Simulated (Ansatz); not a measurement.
# PbS: the cost of one run

Method: DFT PBE, scalar-relativistic, plane waves, PAW, in Ansatz 0.2.0.

## (1) The starting structure

Symmetry: Cmcm, No. 63, orthorhombic system. The conventional cell has a = 3.868 Å, b = 11.058 Å, c = 3.862 Å, α = 90.00°, β = 90.00°, γ = 90.00°. Ge (site symmetry m2m) has 1 S at 2.35 Å as nearest neighbours. S (site symmetry m2m) has 1 Ge at 2.35 Å as nearest neighbours.

As a file:

```
Ge S
1.0
     1.93412   -5.52900    0.00000
     1.93412    5.52900    0.00000
     0.00000    0.00000    3.86175
Ge S
2 2
Direct
  0.86170 0.13830 0.25000
  0.13830 0.86170 0.75000
  0.64910 0.35090 0.25000
  0.35090 0.64910 0.75000
```

The structure comes from the Materials Project (structure only).

## (2) Substitution of an element, cell strained: Ge → Pb, first probe

Against the listed cell: Pb takes all sites of Ge, and lengths are scaled by 1.069 as a first guess of the size; strain xx, yy, zz, yz, xz, xy = -3.1, -3.1, -3.1, +0.0, +0.0, +0.0 %.

File input.yaml:

```yaml
crystal:
  lattice:
    - [2.004785626, -5.7310101541, 0.0]
    - [2.004785626, 5.7310101541, 0.0]
    - [0.0, 0.0, 4.0028470323]
  atoms:
    - { symbol: Pb, position: [0.86169985, 0.13830015, 0.25] }
    - { symbol: Pb, position: [0.13830015, 0.86169985, 0.75] }
    - { symbol: S, position: [0.64909672, 0.35090328, 0.25] }
    - { symbol: S, position: [0.35090328, 0.64909672, 0.75] }
basis:
  ecutwfc: 420
kpoints:
  mp_grid: { grid: [6, 6, 4] }
hamiltonian:
  xc: pbe
scf:
  occupations: { method: gaussian, width: 0.1 }
output:
  forces: true
  stress: true
  eigenvalues: true
```

**Question.** How long does this run take on 1 thread of an Arm CPU, shared host, and how much memory does it need?

About 6.7 s, with a peak of 0.38 GiB.
